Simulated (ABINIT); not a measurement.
BP:

```
CELL_PARAMETERS angstrom
0.00000 2.26900 2.26900
2.26900 0.00000 2.26900
2.26900 2.26900 0.00000
ATOMIC_POSITIONS crystal
P 0.75000 0.75000 0.75000
B 0.00000 0.00000 0.00000
```

Base run:

```yaml
Program: ABINIT 10.8.3 (patched build)
Functional: PBE
Potentials_or_basis: PseudoDojo NC SR PBE v0.4.1 standard
Cutoff: 1034 eV
k_mesh: 8 × 8 × 8
Occupations: fermi-dirac, width 0.05 eV
Spin: no spin polarisation
```

Its results: band gap on the k mesh 1.28 eV, indirect (least direct gap 3.41 eV); pressure 1.0 GPa.

Question: After a change of settings the same cell gave: band gap on the k mesh 1.30 eV, indirect (least direct gap 3.43 eV); pressure 0.4 GPa. Which change was it?
A. functional from PBE to LDA; potentials or basis from PseudoDojo NC SR PBE v0.4.1 standard to PseudoDojo NC SR LDA v0.4 stringent; cutoff from 1034 eV to 925 eV
B. functional from PBE to LDA; potentials or basis from PseudoDojo NC SR PBE v0.4.1 standard to PseudoDojo NC SR LDA v0.4.1 standard
C. functional from PBE to PBEsol; potentials or basis from PseudoDojo NC SR PBE v0.4.1 standard to PseudoDojo NC SR PBEsol v0.4.1 standard; cutoff from 1034 eV to 925 eV
D. potentials or basis from PseudoDojo NC SR PBE v0.4.1 standard to SG15 NC PBE v1.2; cutoff from 1034 eV to 925 eV

Answer: D.

Not every run made on this cell is shown here.
